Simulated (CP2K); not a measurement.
## CuO: band structure with WC

The system is CuO.

```
Cu O
1.0
     3.28802    0.00000    0.00000
    -1.64401    2.84751    0.00000
     0.00000    0.00000    5.38502
Cu O
2 2
Direct
  0.66667 0.33333 0.00000
  0.33333 0.66667 0.50000
  0.66667 0.33333 0.62520
  0.33333 0.66667 0.12520
```

Measurements of this composition are mostly on another form, of space group No. 15.

| Property | Result |
| --- | --- |
| Program | CP2K 2026.2 |
| Task | band structure |
| Functional | WC |
| Potentials or basis | POTENTIAL_UZH Cu GTH-PBE-q11, O GTH-PBE-q6; TZVP-MOLOPT-PBE-GTH basis |
| Density cutoff | 11565 eV |
| k mesh | 9 × 9 × 5 |
| Occupations | fermi-dirac, width 0.05 eV |
| Spin | no spin polarisation |
| SCF solver | diagonalisation with k points |
| Quickstep method | GPW |
| EPS_DEFAULT | 1.0E-9 |
| EPS_SCF | 1.0E-6 |
| MAX_SCF | 100 |
| SCF_GUESS | ATOMIC |
| k points reduced by the point group | yes |
| Mesh centred on Gamma | yes |
| CHOLESKY | OFF |
| EPS_EIGVAL | 1.0E-7 |
| MIXING METHOD | BROYDEN_MIXING |
| MIXING ALPHA | 0.4 |
| NBUFFER | 8 |
| NGRIDS | 5 |
| Basis sets | Cu TZVP-MOLOPT-PBE-GTH-q11, O TZVP-MOLOPT-PBE-GTH-q6 |
| Potentials | Cu GTH-PBE-q11 of POTENTIAL_UZH, O GTH-PBE-q6 of POTENTIAL_UZH |
| ADDED_MOS | [20] |
| Points a segment of the path (NPOINTS) | 8 |
| Bands added on the path | 4 |
| MPI ranks | 2 |
| REL_CUTOFF (Ry) | 60 Ry |
| MIXING BETA (1/bohr) | 1.5 1/bohr |
| CUTOFF of the grids | 850 Ry |

* Pressure: -12.8 GPa
* Largest force: 0.083 eV/Å
* Band gap on the k mesh: none (metal or under the smearing width)
* Mulliken charges: Cu +0.88; O -0.88 e

Forces in eV/Å, atoms in the order of the input:
```
Cu   0.000  0.000 -0.083
Cu   0.000  0.000 -0.083
O    0.000  0.000  0.074
O    0.000  0.000  0.074
```

Stress tensor (GPa, compression positive):
```
-13.39   0.00   0.00
  0.00 -13.39   0.00
  0.00   0.00 -11.76
```

Levels at the corners of the path, in eV from the Fermi level:
| point | band 14 | band 15 | band 16 | band 17 | band 18 | band 19 | band 20 | band 21 | band 22 | band 23 |
| --- | --- | --- | --- | --- | --- | --- | --- | --- | --- | --- |
| Γ | 0.03 | 0.03 | 0.65 | 0.68 | 0.78 | 0.78 | 5.39 | 7.53 | 13.26 | 13.26 |
| M | -1.50 | -1.19 | -1.03 | -0.19 | 0.03 | 5.71 | 6.65 | 7.64 | 8.79 | 10.30 |
| K | -1.23 | -1.23 | -0.64 | -0.62 | -0.62 | 7.56 | 7.56 | 7.82 | 7.85 | 10.64 |
| Γ | 0.03 | 0.03 | 0.65 | 0.68 | 0.78 | 0.78 | 5.39 | 7.53 | 13.26 | 13.26 |
| A | -0.64 | 0.40 | 0.40 | 0.40 | 0.40 | 3.14 | 3.14 | 10.03 | 10.03 | 13.52 |
| L | -1.58 | -0.46 | -0.46 | -0.45 | -0.45 | 5.78 | 5.78 | 8.07 | 8.07 | 11.65 |
| H | -1.40 | -1.13 | -1.13 | -0.41 | -0.41 | 7.82 | 7.82 | 8.06 | 8.06 | 8.61 |
| A | -0.64 | 0.40 | 0.40 | 0.40 | 0.40 | 3.14 | 3.14 | 10.03 | 10.03 | 13.52 |
| L | -1.58 | -0.46 | -0.46 | -0.45 | -0.45 | 5.78 | 5.78 | 8.07 | 8.07 | 11.65 |
| M | -1.50 | -1.19 | -1.03 | -0.19 | 0.03 | 5.71 | 6.65 | 7.64 | 8.79 | 10.30 |
| K | -1.23 | -1.23 | -0.64 | -0.62 | -0.62 | 7.56 | 7.56 | 7.82 | 7.85 | 10.64 |
| H | -1.40 | -1.13 | -1.13 | -0.41 | -0.41 | 7.82 | 7.82 | 8.06 | 8.06 | 8.61 |

Run time: 69 s on 2 MPI ranks on Arm Neoverse V2 (shared host).

Caveat: Mulliken charges move with the basis; the potentials were made for another functional, which shifts forces and pressure; the basis of atomic orbitals isn't converged, which shifts pressures, moduli and gaps; the run has no spin polarisation, though such a crystal can be magnetic; semilocal functionals often make such compounds metallic where correlation or magnetic order opens a gap, which also shifts bond lengths.
